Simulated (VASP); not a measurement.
# GaAs (F-43m) in VASP: notebook

The runs below take GaAs through relaxation of cell and atoms, with PBEsol.

All numbers are computed with VASP 6.6.1; they aren't measurements. Logs are shortened: lines on timing, memory, paths and dates and some standing lists are left out, and cuts for length are marked.

### 1 Starting point

The structure is cubic, space group F-43m (No. 216). Conventional cell: a = 5.654 Å, b = 5.654 Å, c = 5.654 Å, α = 90.00°, β = 90.00°, γ = 90.00°. Ga (site symmetry -43m) has 4 As at 2.45 Å as nearest neighbours. Around As (site symmetry -43m) lie 4 Ga at 2.45 Å.

### 2 Relaxation of cell and atoms, PBEsol

Input file INCAR:

```
SYSTEM = GaAs
  PREC = Accurate
  ENCUT = 600
  EDIFF = 1E-6
  ISMEAR = 0
  SIGMA = 0.03
  LREAL = .FALSE.
  LASPH = .TRUE.
  NELM = 80
  ALGO = Normal
  ISIF = 3
  LWAVE = .FALSE.
  LCHARG = .FALSE.
  GGA = PS
  IBRION = 2
  NSW = 90
  EDIFFG = -0.01
```

Input file KPOINTS:

```
regular mesh
0
G
  10 10 10
  0 0 0
```

Input file POSCAR:

```
GaAs
1.0
    0.0000000000      2.8268500000      2.8268500000
    2.8268500000      0.0000000000      2.8268500000
    2.8268500000      2.8268500000      0.0000000000
Ga As
1 1
Direct
    0.0000000000      0.0000000000      0.0000000000
    0.2500000000      0.2500000000      0.2500000000
```

Potentials or basis: VASP PAW PBE potentials, release 64 (Ga_d, As).

Run with:

```
$ cat potpaw_PBE.64/Ga_d/POTCAR potpaw_PBE.64/As/POTCAR > POTCAR
$ mpirun -np 1 vasp_std > vasp.out
```

OUTCAR:

```text
SYSTEM = GaAs
   PREC = Accurate
   ENCUT = 600
   EDIFF = 1E-6
   ISMEAR = 0
   LREAL = .FALSE.
   LASPH = .TRUE.
   NELM = 80
   ISIF = 3
   GGA = PS
   IBRION = 2
   NSW = 90
   EDIFFG = -0.01

 ion  position               nearest neighbor table
   1  0.000  0.000  0.000-   2 2.45   2 2.45   2 2.45   2 2.45
   2  0.250  0.250  0.250-   1 2.45   1 2.45   1 2.45   1 2.45

  LATTYP: Found a face centered cubic cell.
 ALAT       =     5.6537000000

  Lattice vectors:

 A1 = (   0.0000000000,   2.8268500000,   2.8268500000)
 A2 = (   2.8268500000,   0.0000000000,   2.8268500000)
 A3 = (   2.8268500000,   2.8268500000,   0.0000000000)

Analysis of symmetry for initial positions (statically):
=====================================================================
 Subroutine PRICEL returns:
 Original cell was already a primitive cell.

 Routine SETGRP: Setting up the symmetry group for a
 face centered cubic supercell.

 Subroutine GETGRP returns: Found 24 space group operations
 (whereof 24 operations were pure point group operations)
 out of a pool of 48 trial point group operations.

The static configuration has the point symmetry T_d .

Analysis of symmetry for dynamics (positions and initial velocities):
=====================================================================
 Subroutine PRICEL returns:
 Original cell was already a primitive cell.

 Routine SETGRP: Setting up the symmetry group for a
 face centered cubic supercell.

 Subroutine GETGRP returns: Found 24 space group operations
 (whereof 24 operations were pure point group operations)
 out of a pool of 48 trial point group operations.

The dynamic configuration has the point symmetry T_d .

 Subroutine INISYM returns: Found 24 space group operations
 (whereof 24 operations are pure point group operations),
 and found     1 'primitive' translations

----------------------------------------------------------------------------------------

                                     Primitive cell

  volume of cell :      45.1792

  direct lattice vectors                    reciprocal lattice vectors
     0.000000000  2.826850000  2.826850000    -0.176875321  0.176875321  0.176875321
     2.826850000  0.000000000  2.826850000     0.176875321 -0.176875321  0.176875321
     2.826850000  2.826850000  0.000000000     0.176875321  0.176875321 -0.176875321

  length of vectors
     3.997769609  3.997769609  3.997769609     0.306357042  0.306357042  0.306357042

  position of ions in fractional coordinates (direct lattice)
     0.000000000  0.000000000  0.000000000
     0.250000000  0.250000000  0.250000000

  ion indices of the primitive-cell ions
   primitive index   ion index
                 1           1
                 2           2

----------------------------------------------------------------------------------------

 KPOINTS: regular mesh

Automatic generation of k-mesh.
 Grid dimensions read from file:
 generate k-points for:   10   10   10

 Generating k-lattice:

  Cartesian coordinates                     Fractional coordinates (reciprocal lattice)
    -0.017687532  0.017687532  0.017687532     0.100000000  0.000000000  0.000000000
     0.017687532 -0.017687532  0.017687532     0.000000000  0.100000000  0.000000000
     0.017687532  0.017687532 -0.017687532     0.000000000  0.000000000  0.100000000

  Length of vectors
     0.030635704  0.030635704  0.030635704

  Shift w.r.t. Gamma in fractional coordinates (k-lattice)
     0.000000000  0.000000000  0.000000000

 Subroutine IBZKPT returns following result:
 ===========================================

 Found     47 irreducible k-points:

 Following reciprocal coordinates:
            Coordinates               Weight
  0.000000  0.000000  0.000000      1.000000
  0.100000  0.000000  0.000000      8.000000
  0.200000  0.000000  0.000000      8.000000
  0.300000  0.000000  0.000000      8.000000
  0.400000  0.000000  0.000000      8.000000
  0.500000  0.000000  0.000000      4.000000
[... 16 lines left out ...]
  0.300000  0.300000  0.000000      6.000000
  0.400000  0.300000  0.000000     24.000000
 [... further k-points ...]
   k-points           NKPTS =     47   k-points in BZ     NKDIM =     47   number of bands    NBANDS=     13
   number of dos      NEDOS =    301   number of ions     NIONS =      2
   total plane-waves  NPLWV =  32768
   dimension x,y,z NGX =    32 NGY =   32 NGZ =   32
   dimension x,y,z NGXF=    64 NGYF=   64 NGZF=   64
   ions per type =               1   1
   NGX,Y,Z   is equivalent  to a cutoff of  13.31, 13.31, 13.31 a.u.
   NGXF,Y,Z  is equivalent  to a cutoff of  26.61, 26.61, 26.61 a.u.
 SYSTEM =  GaAs
   PREC   = accura    normal or accurate (medium, high low for compatibility)
   ISTART =      0    job   : 0-new  1-cont  2-samecut
   ICHARG =      2    charge: 1-file 2-atom 10-const
   ISPIN  =      1    spin polarized calculation?
   LNONCOLLINEAR =      F non collinear calculations
   LSORBIT =      F    spin-orbit coupling
   LASPH  =      T    aspherical Exc in radial PAW
   ENCUT  =  600.0 eV  44.10 Ry    6.64 a.u.   7.98  7.98  7.98*2*pi/ulx,y,z
   NELM   =     80;   NELMIN=  2; NELMDL= -5     # of ELM steps
   EDIFF  = 0.1E-05   stopping-criterion for ELM
   LREAL  =      F    real-space projection
   EDIFFG = -.1E-01   stopping-criterion for IOM
   NSW    =     90    number of steps for IOM
   IBRION =      2    ionic relax: 0-MD 1-quasi-New 2-CG
   NFREE  =      1    steps in history (QN), initial steepest desc. (CG)
   ISIF   =      3    stress and relaxation
   ISYM   =      2    0-nonsym 1-usesym 2-fastsym
   POTIM  = 0.5000    time-step for ionic-motion
   TEBEG  =    0.0;   TEEND  =   0.0 temperature during run
   PSTRESS=    0.0 pullay stress
   NELECT =      18.0000    total number of electrons
   NUPDOWN=      -1.0000    fix difference up-down
   EMIN   =  10.00;   EMAX   =-10.00  energy-range for DOS
   EFERMI =   0.00;   METHOD = LEGACY
   ISMEAR =     0;   SIGMA  =   0.03  broadening in eV -4-tet -1-fermi 0-gaus
   EFERMI_NEDOS =   21; number of points for ismear=-14 and -15
   IALGO  =     38    algorithm
   IMIX   =      4    mixing-type and parameters
     AMIX     =   0.40;   BMIX     =  1.00
     AMIX_MAG =   1.60;   BMIX_MAG =  1.00
  volume/ion in A,a.u.               =      22.59       152.44
  Fermi-wavevector in a.u.,A,eV,Ry     =   1.204628  2.276417 19.743799  1.451128
  Thomas-Fermi vector in A             =   2.340347
   LORBIT       =      0    0 simple, 1 ext, 2 COOP (PROOUT), +10 PAW based schemes
   GGA     = PS    functional components
   LHFCALC =     F    Hartree Fock is set to
   AEXX    =    0.0000 exact exchange contribution
   IVDW    =     0    specifies the selected vdW correction
   LEPSILON=     F    determine dielectric tensor
   LRPA    =     F    only Hartree local field effects (RPA)
 conjugate gradient relaxation of ions
 non-spin polarized calculation
 Gauss-broadening in eV      SIGMA  =   0.03
  energy-cutoff  :      600.00
  volume of cell :       45.18
 maximum number of plane-waves:      1524
   NGX = 15   NGY = 15   NGZ = 15

--------------------------------------- Ionic step        1  -------------------------------------------

 number of electron      18.0000011 magnetization

 Free energy of the ion-electron system (eV)
  ---------------------------------------------------
  ext. energy  EPLUGINS =         0.00000000
  ---------------------------------------------------
  free energy    TOTEN  =        -9.09121942 eV

  energy without entropy =       -9.09121942  energy(sigma->0) =       -9.09121942

------------------------ aborting loop because EDIFF is reached ----------------------------------------

  FORCE on cell =-STRESS in cart. coord.  units (eV):
  Direction    XX          YY          ZZ          XY          YZ          ZX
  --------------------------------------------------------------------------------------
  -------------------------------------------------------------------------------------
  Total        0.0926627      0.0926627      0.0926627      0.0000000     -0.0000000      0.0000000
  in kB        3.2860737      3.2860737      3.2860737      0.0000000     -0.0000000      0.0000000
  external PRESSURE =       3.2860737 kB  Pullay stress =       0.0000000 kB
[... 57 lines left out ...]
  energy  without entropy=       -9.0914190461  energy(sigma->0) =       -9.09141905

--------------------------------------- Ionic step        3  -------------------------------------------

 number of electron      18.0000010 magnetization

 Free energy of the ion-electron system (eV)
  ---------------------------------------------------
  ext. energy  EPLUGINS =         0.00000000
  ---------------------------------------------------
  free energy    TOTEN  =        -9.09145225 eV

  energy without entropy =       -9.09145225  energy(sigma->0) =       -9.09145225

 E-fermi :   3.9313     XC(G=0):  -9.7513

 val. band max:        3.7587646218   @ k =   0.0000   0.0000   0.0000
 cond. band min:       4.1788883316   @ k =   0.0000   0.0000   0.0000
 fundamental gap:      0.4201237098
 Fermi energy:         3.9313055123

 k-point     1 :       0.0000    0.0000    0.0000
  band No.  band energies     occupation
      1     -11.0068      2.00000
      2     -11.0068      2.00000
      3     -11.0068      2.00000
      4     -10.9280      2.00000
      5     -10.9280      2.00000
      6      -8.9588      2.00000
      7       3.7588      2.00000
      8       3.7588      2.00000
      9       3.7588      2.00000
     10       4.1789      0.00000
     11       7.4483      0.00000
     12       7.4483      0.00000
     13       7.4483      0.00000
[... 353 lines left out ...]
 k-point    24 :       0.4000    0.3000    0.0000
  band No.  band energies     occupation
      1     -11.0987      2.00000
      2     -10.9710      2.00000
      3     -10.9695      2.00000
      4     -10.9457      2.00000
      5     -10.9185      2.00000
      6      -7.2261      2.00000
      7      -1.9197      2.00000
      8       1.1627      2.00000
      9       1.5070      2.00000
     10       5.5208      0.00000
     11       6.5347      0.00000
     12      10.9738      0.00000
     13      11.6324      0.00000

 [... further k-points ...]
[... 5 lines left out ...]
  --------------------------------------------------------------------------------------
  -------------------------------------------------------------------------------------
  Total        0.0038439      0.0038439      0.0038439     -0.0000000      0.0000000     -0.0000000
  in kB        0.1356610      0.1356610      0.1356610     -0.0000000      0.0000000     -0.0000000
  external PRESSURE =       0.1356610 kB  Pullay stress =       0.0000000 kB
[... 17 lines left out ...]
  FREE ENERGIE OF THE ION-ELECTRON SYSTEM (eV)
  ---------------------------------------------------
  free  energy   TOTEN  =        -9.0914522499 eV

  energy  without entropy=       -9.0914522499  energy(sigma->0) =       -9.09145225

 reached required accuracy - stopping structural energy minimisation
```

Run time: 58 s. Hardware: 1 thread of Intel Xeon Platinum 8259CL at 2.50GHz (Skylake/Cascade Lake), shared host; peak memory 0.2 GiB.

What came out:

| Quantity | Value |
| --- | --- |
| Free energy | -9.0915 eV |
| Relaxed volume | 22.70 Å³/atom |
| Relaxed cell | a = 4.004 Å, b = 4.004 Å, c = 4.004 Å, α = 60.00°, β = 60.00°, γ = 60.00° |
| Space group after relaxing (to 0.05 Å) | F-43m (No. 216) |
| Energy gained by relaxing | 0.1 meV/atom |
| Ionic steps | 3 |
| Pressure after relaxing | 0.0 GPa |
| Band gap on the k mesh | 0.42 eV, direct |

The path:
```csv
step,energy change (eV),largest force (eV/Å),pressure (GPa),volume (Å³)
1,0.0000,0.0000,0.33,45.18
2,-0.0002,0.0000,-0.18,45.48
3,-0.0002,0.0000,0.01,45.40
```

Final structure:
```
CELL_PARAMETERS angstrom
0.00000 2.83140 2.83140
2.83140 0.00000 2.83140
2.83140 2.83140 0.00000
ATOMIC_POSITIONS crystal
Ga 0.00000 0.00000 0.00000
As 0.25000 0.25000 0.25000
```

Caveat: the PAW data sets were made with another functional, which shifts forces and pressure a little. Expect the measured gap to be larger: semilocal functionals such as PBEsol lack the derivative discontinuity.

### 3 Relaxation of cell and atoms, PBEsol

This run uses another cell than the first one, of 22.70 Å³/atom, 1.005 times its volume.

Changes to INCAR since step 2:

```diff
@@ -3,3 +3,3 @@
   ENCUT = 600
-  EDIFF = 1E-6
+  EDIFF = 1E-7
   ISMEAR = 0
@@ -16,2 +16,2 @@
   NSW = 90
-  EDIFFG = -0.01
+  EDIFFG = -0.005
```

KPOINTS is that of step 2.

Input file POSCAR:

```
GaAs                                    
1.0
    0.0000000000      2.8313993253      2.8313993253
    2.8313993253     -0.0000000000      2.8313993253
    2.8313993253      2.8313993253      0.0000000000
  Ga              As            
     1     1
Direct
     0.0000000000000000    0.0000000000000000    0.0000000000000000
     0.2500000000000000    0.2500000000000000    0.2500000000000000
```

Potentials or basis: VASP PAW PBE potentials, release 64 (Ga_d, As).

Run with:

```
$ cat potpaw_PBE.64/Ga_d/POTCAR potpaw_PBE.64/As/POTCAR > POTCAR
$ mpirun -np 1 vasp_std > vasp.out
```

OUTCAR:

```text
SYSTEM = GaAs
   PREC = Accurate
   ENCUT = 600
   EDIFF = 1E-7
   ISMEAR = 0
   LREAL = .FALSE.
   LASPH = .TRUE.
   NELM = 80
   ISIF = 3
   GGA = PS
   IBRION = 2
   NSW = 90
   EDIFFG = -0.005

 ion  position               nearest neighbor table
   1  0.000  0.000  0.000-   2 2.45   2 2.45   2 2.45   2 2.45
   2  0.250  0.250  0.250-   1 2.45   1 2.45   1 2.45   1 2.45

  LATTYP: Found a face centered cubic cell.
 ALAT       =     5.6627986506

  Lattice vectors:

 A1 = (   0.0000000000,   2.8313993253,   2.8313993253)
 A2 = (   2.8313993253,   0.0000000000,   2.8313993253)
 A3 = (   2.8313993253,   2.8313993253,   0.0000000000)

Analysis of symmetry for initial positions (statically):
=====================================================================
 Subroutine PRICEL returns:
 Original cell was already a primitive cell.

 Routine SETGRP: Setting up the symmetry group for a
 face centered cubic supercell.

 Subroutine GETGRP returns: Found 24 space group operations
 (whereof 24 operations were pure point group operations)
 out of a pool of 48 trial point group operations.

[... 168 lines left out ...]
 fundamental gap:      0.4200183746
 Fermi energy:         3.9312108869

 k-point     1 :       0.0000    0.0000    0.0000
  band No.  band energies     occupation
      1     -11.0070      2.00000
      2     -11.0070      2.00000
      3     -11.0070      2.00000
      4     -10.9281      2.00000
      5     -10.9281      2.00000
      6      -8.9590      2.00000
      7       3.7586      2.00000
      8       3.7586      2.00000
      9       3.7586      2.00000
     10       4.1787      0.00000
     11       7.4482      0.00000
     12       7.4482      0.00000
     13       7.4482      0.00000
[... 354 lines left out ...]
  band No.  band energies     occupation
      1     -11.0988      2.00000
      2     -10.9711      2.00000
      3     -10.9696      2.00000
      4     -10.9459      2.00000
      5     -10.9186      2.00000
      6      -7.2263      2.00000
      7      -1.9198      2.00000
      8       1.1626      2.00000
      9       1.5069      2.00000
     10       5.5206      0.00000
     11       6.5345      0.00000
     12      10.9736      0.00000
     13      11.6323      0.00000

 [... further k-points ...]
[... 5 lines left out ...]
  --------------------------------------------------------------------------------------
  -------------------------------------------------------------------------------------
  Total       -0.0044294     -0.0044294     -0.0044294      0.0000000     -0.0000000      0.0000000
  in kB       -0.1563210     -0.1563210     -0.1563210      0.0000000     -0.0000000      0.0000000
  external PRESSURE =      -0.1563210 kB  Pullay stress =       0.0000000 kB

 VOLUME and BASIS-vectors are now :
 -----------------------------------------------------------------------------
  energy-cutoff  :      600.00
  volume of cell :       45.40
      direct lattice vectors                 reciprocal lattice vectors
     0.000000000  2.831399325  2.831399325    -0.176591128  0.176591128  0.176591128
     2.831399325  0.000000000  2.831399325     0.176591128 -0.176591128  0.176591128
     2.831399325  2.831399325  0.000000000     0.176591128  0.176591128 -0.176591128

 POSITION                                       TOTAL-FORCE (eV/Angst)
 -----------------------------------------------------------------------------------
      0.00000      0.00000      0.00000         0.000000      0.000000      0.000000
      1.41570      1.41570      1.41570        -0.000000     -0.000000     -0.000000
 -----------------------------------------------------------------------------------
    total drift:                                0.000001      0.000001      0.000001

  FREE ENERGIE OF THE ION-ELECTRON SYSTEM (eV)
  ---------------------------------------------------
  free  energy   TOTEN  =        -9.0914842075 eV

  energy  without entropy=       -9.0914842075  energy(sigma->0) =       -9.09148421

 reached required accuracy - stopping structural energy minimisation
```

CONTCAR:

```text
GaAs
   1.00000000000000
     0.0000000000000000    2.8313993253000000    2.8313993253000000
     2.8313993253000000    0.0000000000000000    2.8313993253000000
     2.8313993253000000    2.8313993253000000    0.0000000000000000
  Ga              As
     1     1
Direct
     0.0000000000000000    0.0000000000000000    0.0000000000000000
     0.2500000000000000    0.2500000000000000    0.2500000000000000

  0.00000000E+00  0.00000000E+00  0.00000000E+00
  0.00000000E+00  0.00000000E+00  0.00000000E+00
```

Run time: 27 s. Hardware: 1 thread of Intel Xeon Platinum 8259CL at 2.50GHz (Skylake/Cascade Lake), shared host; peak memory 0.19 GiB.

Results:

```yaml
Free_energy: -9.0915 eV
Pressure_after_relaxing: 0.0 GPa
Band_gap_on_the_k_mesh: 0.42 eV, direct
```

Final structure:
```yaml
crystal:
  lattice:
    - [0.00000, 2.83140, 2.83140]
    - [2.83140, 0.00000, 2.83140]
    - [2.83140, 2.83140, 0.00000]
  atoms:
    - { symbol: Ga, position: [0.00000, 0.00000, 0.00000] }
    - { symbol: As, position: [0.25000, 0.25000, 0.25000] }
```

Caveat: the relaxation stopped at its first step, so nothing moved; the PAW data sets were made with another functional, which shifts forces and pressure a little. A k mesh can miss the band edges.

(Part 1 of 2 ends here.)
